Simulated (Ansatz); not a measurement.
**Si₂Mo: enthalpy under pressure, worked through**

Theory: Ansatz, DFT PBEsol, scalar-relativistic, plane waves, PAW. Run with 420 eV cutoff, 18×18×18 k-mesh, Gaussian smearing of 0.10 eV, no spin polarisation.

The relaxed crystal:

```yaml
crystal:
  lattice:
    - [-1.59504, 1.59504, 3.91069]
    - [1.59504, -1.59504, 3.91069]
    - [1.59504, 1.59504, -3.91069]
  atoms:
    - { symbol: Si, position: [0.33506, 0.33506, 0.00000] }
    - { symbol: Si, position: [0.66494, 0.66494, 0.00000] }
    - { symbol: Mo, position: [0.00000, 0.00000, 0.00000] }
```

Cell and atoms were relaxed at each target pressure within the start's symmetry (I4/mmm), at zero temperature; other phases can be more stable under pressure. H = E + PV with P the target; E is the free energy at the smearing used, whose derivative the pressure is, per atom and counted from zero pressure. The mesh named is that at zero pressure; some other pressures ran on another.

| P (GPa) | V (Å³/atom) | E − E0 (meV) | H − H0 (meV) |
| --- | --- | --- | --- |
| 0 | 13.266 | 0.0 | 0.0 |
| 2 | 13.147 | 0.7 | 164.8 |
| 5 | 12.980 | 4.4 | 409.4 |
| 10 | 12.724 | 16.2 | 810.4 |
| 20 | 12.280 | 57.4 | 1590.3 |
| 40 | 11.577 | 186.9 | 3077.2 |

**Question.** Thermodynamics gives dH/dP = V along a relaxed path. Integrate V over P by the trapezoid rule and compare with the computed enthalpies.

**Answer.** With 1 eV/Å³ = 160.22 GPa, each step adds the mean volume times ΔP / 160.22:
```
P (GPa)  ∫V dP (meV) H − H0 (meV) difference (meV)
      2        164.9         164.8               0.0
      5        409.5         409.4               0.0
     10        810.6         810.4               0.1
     20       1590.9        1590.3               0.6
     40       3079.9        3077.2               2.7
```

V(P) curves upward, so the trapezoid rule runs high; integrating a smooth curve through the same points puts that excess at about 2.6 meV at 40 GPa, against the 2.7 meV found.

**Question.** At 40 GPa, how much of the enthalpy change is stored energy and how much is the PV term?

**Answer.** E rises by 187 meV/atom and PV is 40 × 11.577 / 160.22 = 2890 meV/atom, so PV makes 94 % of ΔH. So between rival structures at high pressure a small difference in volume can outweigh the difference in energy: 1 % of this volume is worth 28.9 meV/atom at this pressure.

**Question.** What bulk modulus do the lowest pressures give?

**Answer.** From the pressures that the runs reached, -2.01 GPa (13.391 Å³) and 2.00 GPa (13.147 Å³), B = −ΔP/Δln V = 4.01 / 0.0184 = 218 GPa, a mean over that range.